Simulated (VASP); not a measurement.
A run of VASP 6.6.1 is set up as follows.

Contents of INCAR:

```
PREC = Accurate ; ENCUT = 600
EDIFF = 1E-7 ; ISMEAR = -1
SIGMA = 0.05 ; LREAL = False
LASPH = True ; NELM = 80
ALGO = Normal ; ISIF = 3
LWAVE = False ; LCHARG = False
GGA = ML ; LUSE_VDW = True
AGGAC = 0.0 ; ZAB_VDW = -1.8867
IBRION = 2 ; NSW = 60
EDIFFG = -0.01
```

The input KPOINTS:

```
Automatic mesh
0
Gamma
  7 7 6
```

Contents of POSCAR:

```
SnO
1.0
    3.8136952200      0.0000000000      0.0000000000
    0.0000000000      3.8136952200      0.0000000000
    0.0000000000      0.0000000000      4.8869133000
Sn O
2 2
Direct
    0.5000000000      0.0000000000      0.7646261400
    0.0000000000      0.5000000000      0.2353738600
    0.0000000000      0.0000000000      0.0000000000
    0.5000000000      0.5000000000      0.0000000000
```

Potentials or basis: VASP PAW PBE potentials, release 64 (Sn_d, O).

Command:

```console
$ cat potpaw_PBE.64/Sn_d/POTCAR potpaw_PBE.64/O/POTCAR > POTCAR
$ mpirun -np 1 vasp_std > vasp.out
```

(1) Estimate the space group after relaxing (to 0.05 Å).

(2) Predict the relaxed cell.

(3) Predict the band gap on the k mesh.

## Answers

(1) P4/nmm (No. 129).

(2) a = 3.962 Å, b = 3.962 Å, c = 5.441 Å, α = 90.00°, β = 90.00°, γ = 90.00°.

(3) 1.42 eV, indirect (least direct gap 1.90 eV).

Caveat: spin-orbit coupling is left out, which moves the levels of the heavy elements; an odd mesh through Γ misses points on the zone boundary, where band edges often lie.
